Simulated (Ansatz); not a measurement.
Input and command of a plane-wave DFT calculation in Ansatz:

```yaml
crystal:
  lattice:
    - [-1.5138585155, 1.5138585155, 4.1483787927]
    - [1.5138585155, -1.5138585155, 4.1483787927]
    - [1.5138585155, 1.5138585155, -4.1483787927]
  atoms:
    - { symbol: Al, position: [0.6590760825, 0.6590760825, 0.0] }
    - { symbol: Al, position: [0.3409239175, 0.3409239175, 0.0] }
    - { symbol: Ru, position: [0.0, 0.0, 0.0] }
basis:
  ecutwfc: 420
kpoints:
  mp_grid: { grid: [22, 22, 22] }
hamiltonian:
  xc: pbesol
scf:
  occupations: { method: gaussian, width: 0.15 }
output:
  forces: true
  stress: true
  eigenvalues: true
```

```bash
ansatz run input.yaml --threads 2 --pin off --max-ram 5120MiB --backend cpu --events-out ev --progress --plain --runs-dir out
```

Processor: Intel(R) Xeon(R) Platinum 8488C (Sapphire Rapids), 2 threads, on a host shared with other jobs.

Estimate time, memory and problem size.

About 7.9 s on 2 threads of Intel(R) Xeon(R) Platinum 8488C (Sapphire Rapids), on a shared host, peak memory 0.72 GiB. It solves 15 bands at 834 k points (the mesh reduced by the symmetry that the task leaves, which can be less than the crystal's) with about 737 plane waves, in 6 SCF iterations.
